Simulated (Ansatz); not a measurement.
Theory: DFT PBE, scalar-relativistic, plane waves, PAW in Ansatz. All cells share a 420 eV cutoff and Γ-centred k meshes spaced at most 0.3 Å⁻¹ (0.19 for metals, 2π included).

These are static lattice energies at zero pressure. Only the structures computed here compete, so a lower one can exist. For metals, differences of a few meV/atom aren't resolved. No run is spin-polarised.

(1) Order these relaxed structures of Cs2Br3 by energy, lowest first, with the energy over the lowest of them.
A.

Space group R-3c:H (No. 167). a = 8.849 Å, b = 8.849 Å, c = 25.784 Å, α = 90.00°, β = 90.00°, γ = 120.00°
```csv
atom,site,symmetry,x,y,z
Cs,12c,3.,0.6667,0.3333,0.1942
Br,18e,.2,0.9230,0.3333,0.0833
```

B.

Space group R-3m:H (No. 166). a = 5.427 Å, b = 5.427 Å, c = 26.690 Å, α = 90.00°, β = 90.00°, γ = 120.00°
| atom | site | symmetry | x | y | z |
| --- | --- | --- | --- | --- | --- |
| Cs | 6c | 3m | 0.3333 | 0.6667 | 0.0783 |
| Br | 3a | -3m | 0.0000 | 0.0000 | 0.0000 |
| Br | 6c | 3m | 0.0000 | 0.0000 | 0.1684 |

## Answers

(1) B (0 meV/atom), A (91 meV/atom).